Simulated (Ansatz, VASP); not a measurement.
**BN: VASP beside Ansatz**

```
CELL_PARAMETERS angstrom
2.50876 0.00000 0.00000
-1.25438 2.17265 0.00000
0.00000 0.00000 26.00000
ATOMIC_POSITIONS crystal
B 0.00000 0.00000 0.50000
N 0.66667 0.33333 0.50000
```

Alike in both runs: functional PBE; dispersion D3(BJ); k mesh 12 × 12 × 1; occupations gaussian, width 0.02 eV; no spin polarisation.

Ansatz relaxed the structure, and its values are those at the end. VASP's run is a single point on that final structure, the one shown.

|  | VASP | Ansatz |
| --- | --- | --- |
| version | VASP 6.6.1 | Ansatz 0.2.0 |
| potentials or method | VASP PAW PBE potentials, release 64 (B, N) | scalar-relativistic, plane waves, PAW |
| plane-wave cutoff (eV) | 520 | 420 |
| valence electrons in the cell | 8 | 8 |

Ansatz gave:

| Quantity | Value |
| --- | --- |
| gap on the k mesh at the Fermi level (eV) | 4.68 |
| least direct gap on the mesh (eV) | 4.68 |

What did VASP give for the same quantities?

gap on the k mesh at the Fermi level (eV): 4.67; least direct gap on the mesh (eV): 4.67.

Expect the measured gap to be larger: semilocal functionals such as PBE lack the derivative discontinuity.
